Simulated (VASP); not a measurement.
Output of a VASP run:

File OSZICAR:
```
       N       E                     dE             d eps       ncg     rms          rms(c)
DAV:   1     0.405875735056E+03    0.40588E+03   -0.18799E+04  1847   0.188E+03
DAV:   2     0.390426269110E+01   -0.40197E+03   -0.38696E+03  2086   0.491E+02
DAV:   3    -0.346624989905E+02   -0.38567E+02   -0.38060E+02  1977   0.151E+02
DAV:   4    -0.363889953666E+02   -0.17265E+01   -0.17244E+01  2650   0.294E+01
DAV:   5    -0.364152591795E+02   -0.26264E-01   -0.26258E-01  2231   0.316E+00    0.147E+01
DAV:   6    -0.314137648677E+02    0.50015E+01   -0.25694E+01  2581   0.654E+01    0.671E+00
DAV:   7    -0.314580945852E+02   -0.44330E-01   -0.16414E+00  2047   0.826E+00    0.345E+00
DAV:   8    -0.314200915104E+02    0.38003E-01   -0.24337E-01  2591   0.368E+00    0.689E-01
DAV:   9    -0.314109499558E+02    0.91416E-02   -0.66354E-02  2690   0.286E+00    0.151E-01
DAV:  10    -0.314114967361E+02   -0.54678E-03   -0.55745E-03  2573   0.831E-01    0.639E-02
DAV:  11    -0.314114647259E+02    0.32010E-04   -0.90678E-04  2818   0.327E-01    0.206E-02
DAV:  12    -0.314114620501E+02    0.26758E-05   -0.49813E-05  2207   0.553E-02    0.120E-02
DAV:  13    -0.314114592465E+02    0.28037E-05   -0.13794E-05  2418   0.245E-02    0.204E-03
DAV:  14    -0.314114592574E+02   -0.10945E-07   -0.43742E-07  1089   0.813E-03
   1 F= -.31411459E+02 E0= -.31411459E+02  d E =-.301103E-12
```

### OUTCAR
```
------------------------ aborting loop because EDIFF is reached ----------------------------------------
  FORCE on cell =-STRESS in cart. coord.  units (eV):
  Direction    XX          YY          ZZ          XY          YZ          ZX
  --------------------------------------------------------------------------------------
  Total        5.8015602      5.8015602      5.8015602      0.0000000     -0.0000000      0.0000000
  in kB      140.9772456    140.9772456    140.9772456      0.0000000     -0.0000000      0.0000000
  external PRESSURE =     140.9772456 kB  Pullay stress =       0.0000000 kB
  volume of cell :       65.93
      direct lattice vectors                 reciprocal lattice vectors
     4.039883000  0.000000000  0.000000000     0.247531921  0.000000000  0.000000000
     0.000000000  4.039883000  0.000000000     0.000000000  0.247531921  0.000000000
     0.000000000  0.000000000  4.039883000     0.000000000  0.000000000  0.247531921
 POSITION                                       TOTAL-FORCE (eV/Angst)
 -----------------------------------------------------------------------------------
      2.01994      2.01994      2.01994         0.000000      0.000000      0.000000
      0.00000      0.00000      0.00000         0.000000      0.000000      0.000000
      0.00000      2.01994      0.00000         0.000000      0.000000      0.000000
      2.01994      0.00000      0.00000         0.000000      0.000000      0.000000
      0.00000      0.00000      2.01994         0.000000      0.000000      0.000000
 -----------------------------------------------------------------------------------
    total drift:                                0.000000      0.000000     -0.000000
  FREE ENERGIE OF THE ION-ELECTRON SYSTEM (eV)
  ---------------------------------------------------
  free  energy   TOTEN  =       -31.4114592574 eV

  energy  without entropy=      -31.4114592574  energy(sigma->0) =      -31.41145926
```
(Selected blocks of OUTCAR.)

POSCAR:
```
BaSnO3
1
    4.0398830000     0.0000000000     0.0000000000
    0.0000000000     4.0398830000     0.0000000000
    0.0000000000     0.0000000000     4.0398830000
Ba Sn O
1 1 3
Direct
  0.5000000000   0.5000000000   0.5000000000
  0.0000000000   0.0000000000   0.0000000000
  0.0000000000   0.5000000000   0.0000000000
  0.5000000000   0.0000000000   0.0000000000
  0.0000000000   0.0000000000   0.5000000000
```

Question: Write an INCAR and KPOINTS that could have produced this output.

Answer: Several could match; the one computed here: the input of the run itself, PW91 GGA, plane waves, VASP's PBE PAW potentials (set 64).

**INCAR**
```
ALGO = Normal
EDIFF = 1E-6
ENCUT = 400
GGA = 91
ISIF = 2
ISMEAR = -1
LASPH = .TRUE.
LCHARG = .FALSE.
LMAXMIX = 4
LREAL = .FALSE.
LWAVE = .FALSE.
NELM = 100
PREC = Accurate
SIGMA = 0.02
SYSTEM = BaSnO3
```

### KPOINTS
```
Regular mesh
0
Gamma
  8 8 8
0 0 0
```

POTCAR, in this order: Ba_sv Sn_d O (PBE.64 set). Program: vasp_std.

At this cut-off the stress carries a Pulay error, which pulls relaxed volumes low.

The structure comes from a computed database's BaSnO3 entry; how it stands against other phases isn't given here. The cell was not relaxed at this level. The run is one of a series of settings (GGA = 91 against the base run), some of them coarse on purpose.
